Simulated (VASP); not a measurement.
# WS2 in VASP: a series of runs

One slab, WS2, is run at these levels: LDA, PBE, PBEsol; tasks: band structure.

All numbers are computed with VASP 6.6.1; they aren't measurements. Logs are shortened: lines on timing, memory, paths and dates and some standing lists are left out, and cuts for length are marked.

### 1 The slab as given

The cell holds a slab with vacuum, 6 atoms: a = 3.183 Å, b = 3.183 Å, c = 23.669 Å, α = 90.00°, β = 90.00°, γ = 120.00°.

### 2 Band structure, LDA

Input file INCAR:

```
SYSTEM = WS2
  PREC = Accurate
  ENCUT = 520
  EDIFF = 1E-7
  ISMEAR = -1
  SIGMA = 0.05
  LREAL = .FALSE.
  LASPH = .TRUE.
  NELM = 60
  ALGO = Normal
  ISIF = 2
  LWAVE = .FALSE.
  LCHARG = .FALSE.
  LMAXMIX = 4
  GGA = CA
  NBANDS = 35
```

Input file KPOINTS:

```
Automatic mesh
0
G
  7 7 2
  0 0 0
```

Input file POSCAR:

```
WS2
1.0
    3.1832085602      0.0000000000      0.0000000000
   -1.5916042801      2.7567394786      0.0000000000
    0.0000000000      0.0000000000     23.6687632500
W S
2 4
Direct
    0.6666666667      0.3333333333      0.3626824600
    0.3333333333      0.6666666667      0.6373175400
    0.6666666667      0.3333333333      0.7031838900
    0.3333333333      0.6666666667      0.4285581700
    0.6666666667      0.3333333333      0.5714418300
    0.3333333333      0.6666666667      0.2968161100
```

Input file KPOINTS_OPT:

```
path GMKGALHA,LM,KH
20
line-mode
reciprocal
 0.0000000000  0.0000000000  0.0000000000  G
 0.5000000000  0.0000000000  0.0000000000  M

 0.5000000000  0.0000000000  0.0000000000  M
 0.3333333333  0.3333333333  0.0000000000  K

 0.3333333333  0.3333333333  0.0000000000  K
 0.0000000000  0.0000000000  0.0000000000  G

 0.0000000000  0.0000000000  0.0000000000  G
 0.0000000000  0.0000000000  0.5000000000  A

 0.0000000000  0.0000000000  0.5000000000  A
 0.5000000000  0.0000000000  0.5000000000  L

 0.5000000000  0.0000000000  0.5000000000  L
 0.3333333333  0.3333333333  0.5000000000  H

 0.3333333333  0.3333333333  0.5000000000  H
 0.0000000000  0.0000000000  0.5000000000  A

 0.5000000000  0.0000000000  0.5000000000  L
 0.5000000000  0.0000000000  0.0000000000  M

 0.3333333333  0.3333333333  0.0000000000  K
 0.3333333333  0.3333333333  0.5000000000  H
```

Potentials or basis: VASP PAW LDA potentials, release 64 (W_sv, S).

Command:

```bash
cat potpaw_LDA.64/W_sv/POTCAR potpaw_LDA.64/S/POTCAR > POTCAR
mpirun -np 1 vasp_std > vasp.out
```

OUTCAR:

```text
SYSTEM = WS2
   PREC = Accurate
   ENCUT = 520
   EDIFF = 1E-7
   ISMEAR = -1
   LREAL = .FALSE.
   LASPH = .TRUE.
   NELM = 60
   ISIF = 2
   GGA = CA

 ion  position               nearest neighbor table
   1  0.667  0.333  0.363-   6 2.41   6 2.41   6 2.41   4 2.41   4 2.41   4 2.41
   2  0.333  0.667  0.637-   3 2.41   3 2.41   3 2.41   5 2.41   5 2.41   5 2.41
   3  0.667  0.333  0.703-   2 2.41   2 2.41   2 2.41
   4  0.333  0.667  0.429-   1 2.41   1 2.41   1 2.41
   5  0.667  0.333  0.571-   2 2.41   2 2.41   2 2.41
   6  0.333  0.667  0.297-   1 2.41   1 2.41   1 2.41

  LATTYP: Found a hexagonal cell.
 ALAT       =     3.1832085602
 C/A-ratio  =     7.4355050266

  Lattice vectors:

 A1 = (   3.1832085602,   0.0000000000,   0.0000000000)
 A2 = (  -1.5916042801,   2.7567394786,   0.0000000000)
 A3 = (   0.0000000000,   0.0000000000,  23.6687632500)

Analysis of symmetry for initial positions (statically):
=====================================================================
 Subroutine PRICEL returns:
 Original cell was already a primitive cell.

 Routine SETGRP: Setting up the symmetry group for a
 hexagonal supercell.

 Subroutine GETGRP returns: Found 12 space group operations
 (whereof 12 operations were pure point group operations)
 out of a pool of 24 trial point group operations.

The static configuration has the point symmetry D_3d.

Analysis of symmetry for dynamics (positions and initial velocities):
=====================================================================
 Subroutine PRICEL returns:
 Original cell was already a primitive cell.

 Routine SETGRP: Setting up the symmetry group for a
 hexagonal supercell.

 Subroutine GETGRP returns: Found 12 space group operations
 (whereof 12 operations were pure point group operations)
 out of a pool of 24 trial point group operations.

The dynamic configuration has the point symmetry D_3d.

 Subroutine INISYM returns: Found 12 space group operations
 (whereof 12 operations are pure point group operations),
 and found     1 'primitive' translations

----------------------------------------------------------------------------------------

                                     Primitive cell

  volume of cell :     207.6999

  direct lattice vectors                    reciprocal lattice vectors
     3.183208560  0.000000000  0.000000000     0.314148439  0.181373686  0.000000000
    -1.591604280  2.756739479  0.000000000     0.000000000  0.362747372  0.000000000
     0.000000000  0.000000000 23.668763250     0.000000000  0.000000000  0.042249778

  length of vectors
     3.183208560  3.183208560 23.668763250     0.362747372  0.362747372  0.042249778

  position of ions in fractional coordinates (direct lattice)
     0.666666667  0.333333333  0.362682460
     0.333333333  0.666666667  0.637317540
     0.666666667  0.333333333  0.703183890
     0.333333333  0.666666667  0.428558170
     0.666666667  0.333333333  0.571441830
     0.333333333  0.666666667  0.296816110

  ion indices of the primitive-cell ions
   primitive index   ion index
                 1           1
                 2           2
                 3           3
                 4           4
                 5           5
                 6           6

----------------------------------------------------------------------------------------

 KPOINTS: Automatic mesh

Automatic generation of k-mesh.
 Grid dimensions read from file:
 generate k-points for:    7    7    2

 Generating k-lattice:

  Cartesian coordinates                     Fractional coordinates (reciprocal lattice)
     0.044878348  0.025910527  0.000000000     0.142857143  0.000000000  0.000000000
     0.000000000  0.051821053  0.000000000     0.000000000  0.142857143  0.000000000
     0.000000000  0.000000000  0.021124889     0.000000000  0.000000000  0.500000000

  Length of vectors
     0.051821053  0.051821053  0.021124889

  Shift w.r.t. Gamma in fractional coordinates (k-lattice)
     0.000000000  0.000000000  0.000000000

 Subroutine IBZKPT returns following result:
 ===========================================

 Found     16 irreducible k-points:

 Following reciprocal coordinates:
            Coordinates               Weight
  0.000000  0.000000  0.000000      1.000000
  0.142857  0.000000  0.000000      6.000000
  0.285714  0.000000  0.000000      6.000000
  0.428571  0.000000  0.000000      6.000000
  0.142857  0.142857  0.000000      6.000000
  0.285714  0.142857  0.000000     12.000000
[... 8 lines left out ...]
  0.428571  0.142857  0.500000      6.000000
  0.285714  0.285714  0.500000      6.000000
   k-points           NKPTS =     16   k-points in BZ     NKDIM =     16   number of bands    NBANDS=     35
   number of dos      NEDOS =    301   number of ions     NIONS =      6
   total plane-waves  NPLWV = 103680
   dimension x,y,z NGX =    24 NGY =   24 NGZ =  180
   dimension x,y,z NGXF=    48 NGYF=   48 NGZF=  360
   ions per type =               2   4
   NGX,Y,Z   is equivalent  to a cutoff of  12.53, 12.53, 12.64 a.u.
   NGXF,Y,Z  is equivalent  to a cutoff of  25.07, 25.07, 25.29 a.u.
 SYSTEM =  WS2
   PREC   = accura    normal or accurate (medium, high low for compatibility)
   ISTART =      0    job   : 0-new  1-cont  2-samecut
   ICHARG =      2    charge: 1-file 2-atom 10-const
   ISPIN  =      1    spin polarized calculation?
   LNONCOLLINEAR =      F non collinear calculations
   LSORBIT =      F    spin-orbit coupling
   LASPH  =      T    aspherical Exc in radial PAW
   ENCUT  =  520.0 eV  38.22 Ry    6.18 a.u.   5.92  5.92 44.01*2*pi/ulx,y,z
   NELM   =     60;   NELMIN=  2; NELMDL= -5     # of ELM steps
   EDIFF  = 0.1E-06   stopping-criterion for ELM
   LREAL  =      F    real-space projection
   EDIFFG = 0.1E-05   stopping-criterion for IOM
   NSW    =      0    number of steps for IOM
   IBRION =     -1    ionic relax: 0-MD 1-quasi-New 2-CG
   NFREE  =      0    steps in history (QN), initial steepest desc. (CG)
   ISIF   =      2    stress and relaxation
   ISYM   =      2    0-nonsym 1-usesym 2-fastsym
   POTIM  = 0.5000    time-step for ionic-motion
   TEBEG  =    0.0;   TEEND  =   0.0 temperature during run
   PSTRESS=    0.0 pullay stress
   NELECT =      52.0000    total number of electrons
   NUPDOWN=      -1.0000    fix difference up-down
   EMIN   =  10.00;   EMAX   =-10.00  energy-range for DOS
   EFERMI =   0.00;   METHOD = LEGACY
   ISMEAR =    -1;   SIGMA  =   0.05  broadening in eV -4-tet -1-fermi 0-gaus
   EFERMI_NEDOS =   21; number of points for ismear=-14 and -15
   IALGO  =     38    algorithm
   IMIX   =      4    mixing-type and parameters
     AMIX     =   0.40;   BMIX     =  1.00
     AMIX_MAG =   1.60;   BMIX_MAG =  1.00
  volume/ion in A,a.u.               =      34.62       233.60
  Fermi-wavevector in a.u.,A,eV,Ry     =   1.031804  1.949827 14.485024  1.064619
  Thomas-Fermi vector in A             =   2.165970
   LORBIT       =      0    0 simple, 1 ext, 2 COOP (PROOUT), +10 PAW based schemes
   GGA     = CA    functional components
   LHFCALC =     F    Hartree Fock is set to
   AEXX    =    0.0000 exact exchange contribution
   IVDW    =     0    specifies the selected vdW correction
   LEPSILON=     F    determine dielectric tensor
   LRPA    =     F    only Hartree local field effects (RPA)
 non-spin polarized calculation
  energy-cutoff  :      520.00
  volume of cell :      207.70
 maximum number of plane-waves:      5636
 NGX is ok and might be reduce to    24
   NGX = 11   NGY = 11   NGZ = 89

 number of electron      52.0000000 magnetization

 Free energy of the ion-electron system (eV)
  ---------------------------------------------------
  ext. energy  EPLUGINS =         0.00000000
  ---------------------------------------------------
  free energy    TOTEN  =       -52.32241393 eV

  energy without entropy =      -52.32241392  energy(sigma->0) =      -52.32241393

 E-fermi :   1.5920     XC(G=0):  -6.2857

 val. band max:        0.8357660173   @ k =   0.0000   0.0000   0.0000
 cond. band min:       2.4399370957   @ k =   0.1429   0.1429   0.0000
 fundamental gap:      1.6041710783
 Fermi energy:         1.5920175948

 k-point     1 :       0.0000    0.0000    0.0000
  band No.  band energies     occupation
      1     -73.0343      2.00000
      2     -73.0343      2.00000
      3     -37.5418      2.00000
      4     -37.5418      2.00000
      5     -37.3839      2.00000
      6     -37.3839      2.00000
[... 27 lines left out ...]
     34       3.6257      0.00000
     35       5.5771      0.00000

 k-point     2 :       0.1429    0.0000    0.0000
  band No.  band energies     occupation
      1     -73.0311      2.00000
      2     -73.0311      2.00000
      3     -37.5300      2.00000
      4     -37.5300      2.00000
      5     -37.4493      2.00000
      6     -37.4493      2.00000
[... 27 lines left out ...]
     34       3.9731      0.00000
     35       6.3454      0.00000

 k-point     3 :       0.2857    0.0000    0.0000
  band No.  band energies     occupation
      1     -73.0237      2.00000
      2     -73.0237      2.00000
      3     -37.5936      2.00000
      4     -37.5936      2.00000
      5     -37.5035      2.00000
      6     -37.5035      2.00000
[... 27 lines left out ...]
     34       4.8564      0.00000
     35       7.2666      0.00000
[... 419 lines left out ...]
 k-point    15 :       0.4286    0.1429    0.5000
  band No.  band energies     occupation
      1     -73.0163      2.00000
      2     -73.0162      2.00000
      3     -37.7027      2.00000
      4     -37.7027      2.00000
      5     -37.5044      2.00000
      6     -37.5044      2.00000
[... 27 lines left out ...]
     34       5.2690      0.00000
     35       6.0458      0.00000

 k-point    16 :       0.2857    0.2857    0.5000
  band No.  band energies     occupation
      1     -73.0155      2.00000
      2     -73.0155      2.00000
      3     -37.6594      2.00000
      4     -37.6594      2.00000
      5     -37.5664      2.00000
      6     -37.5664      2.00000
[... 27 lines left out ...]
     34       5.9284      0.00000
     35       7.0777      0.00000

------------------------ aborting loop because EDIFF is reached ----------------------------------------

  FORCE on cell =-STRESS in cart. coord.  units (eV):
  Direction    XX          YY          ZZ          XY          YZ          ZX
  --------------------------------------------------------------------------------------
  -------------------------------------------------------------------------------------
  Total       -4.2119314     -4.2119314     -2.5030290     -0.0000000     -0.0000000      0.0000000
  in kB      -32.4904317    -32.4904317    -19.3081243     -0.0000000     -0.0000000      0.0000000
  external PRESSURE =     -28.0963292 kB  Pullay stress =       0.0000000 kB

 VOLUME and BASIS-vectors are now :
 -----------------------------------------------------------------------------
  energy-cutoff  :      520.00
  volume of cell :      207.70
      direct lattice vectors                 reciprocal lattice vectors
     3.183208560  0.000000000  0.000000000     0.314148439  0.181373686  0.000000000
    -1.591604280  2.756739479  0.000000000     0.000000000  0.362747372  0.000000000
     0.000000000  0.000000000 23.668763250     0.000000000  0.000000000  0.042249778

 POSITION                                       TOTAL-FORCE (eV/Angst)
 -----------------------------------------------------------------------------------
      1.59160      0.91891      8.58425         0.000000     -0.000000     -0.004375
     -0.00000      1.83783     15.08452         0.000000      0.000000      0.004375
      1.59160      0.91891     16.64349        -0.000000      0.000000     -0.349101
     -0.00000      1.83783     10.14344        -0.000000      0.000000     -0.260780
      1.59160      0.91891     13.52532        -0.000000     -0.000000      0.260780
     -0.00000      1.83783      7.02527         0.000000      0.000000      0.349101
 -----------------------------------------------------------------------------------
    total drift:                                0.000000     -0.000000      0.000000

  FREE ENERGIE OF THE ION-ELECTRON SYSTEM (eV)
  ---------------------------------------------------
  free  energy   TOTEN  =       -52.3224139348 eV

  energy  without entropy=      -52.3224139158  energy(sigma->0) =      -52.32241393
```

Wall time 5.3 min (1 thread of Intel Xeon 6975P-C (Granite Rapids), shared host); peak memory 0.38 GiB.

What came out:

```
Free energy             : -52.3224 eV
Largest force           : 0.349 eV/Å
Band gap on the k mesh  : 1.60 eV, indirect (least direct gap 2.39 eV)
Band gap along the path : 1.45 eV, indirect (least direct gap 1.76 eV)
```

Forces in eV/Å, atoms in the order of the input:
```
W    0.000  0.000 -0.004
W    0.000  0.000  0.004
S    0.000  0.000 -0.349
S    0.000  0.000 -0.261
S    0.000  0.000  0.261
S    0.000  0.000  0.349
```

Levels at the corners of the path, in eV from the valence-band top:
| point | band 22 | band 23 | band 24 | band 25 | band 26 | band 27 | band 28 | band 29 | band 30 | band 31 |
| --- | --- | --- | --- | --- | --- | --- | --- | --- | --- | --- |
| Γ | -1.97 | -1.96 | -1.96 | -0.51 | 0.00 | 2.56 | 2.56 | 2.57 | 2.57 | 2.75 |
| M | -2.36 | -1.59 | -1.54 | -1.24 | -1.20 | 2.48 | 2.49 | 2.90 | 2.99 | 3.54 |
| M | -2.36 | -1.59 | -1.54 | -1.24 | -1.20 | 2.48 | 2.49 | 2.90 | 2.99 | 3.54 |
| K | -3.52 | -2.62 | -2.62 | -0.37 | -0.31 | 1.45 | 1.45 | 2.78 | 3.21 | 3.70 |
| K | -3.52 | -2.62 | -2.62 | -0.37 | -0.31 | 1.45 | 1.45 | 2.78 | 3.21 | 3.70 |
| Γ | -1.97 | -1.96 | -1.96 | -0.51 | 0.00 | 2.56 | 2.56 | 2.57 | 2.57 | 2.75 |
| Γ | -1.97 | -1.96 | -1.96 | -0.51 | 0.00 | 2.56 | 2.56 | 2.57 | 2.57 | 2.75 |
| A | -1.97 | -1.96 | -1.96 | -0.51 | 0.00 | 2.56 | 2.56 | 2.57 | 2.57 | 2.75 |
| A | -1.97 | -1.96 | -1.96 | -0.51 | 0.00 | 2.56 | 2.56 | 2.57 | 2.57 | 2.75 |
| L | -2.36 | -1.59 | -1.54 | -1.24 | -1.20 | 2.48 | 2.49 | 2.90 | 2.99 | 3.54 |
| L | -2.36 | -1.59 | -1.54 | -1.24 | -1.20 | 2.48 | 2.49 | 2.90 | 2.99 | 3.54 |
| H | -3.52 | -2.62 | -2.62 | -0.37 | -0.31 | 1.45 | 1.45 | 2.78 | 3.21 | 3.70 |
| H | -3.52 | -2.62 | -2.62 | -0.37 | -0.31 | 1.45 | 1.45 | 2.78 | 3.21 | 3.70 |
| A | -1.97 | -1.96 | -1.96 | -0.51 | 0.00 | 2.56 | 2.56 | 2.57 | 2.57 | 2.75 |
| L | -2.36 | -1.59 | -1.54 | -1.24 | -1.20 | 2.48 | 2.49 | 2.90 | 2.99 | 3.54 |
| M | -2.36 | -1.59 | -1.54 | -1.24 | -1.20 | 2.48 | 2.49 | 2.90 | 2.99 | 3.54 |
| K | -3.52 | -2.62 | -2.62 | -0.37 | -0.31 | 1.45 | 1.45 | 2.78 | 3.21 | 3.70 |
| H | -3.52 | -2.62 | -2.62 | -0.37 | -0.31 | 1.45 | 1.45 | 2.78 | 3.21 | 3.70 |

Caveat: spin-orbit coupling is left out, which moves the levels of the heavy elements.

(Continued in part 2 of 2.)
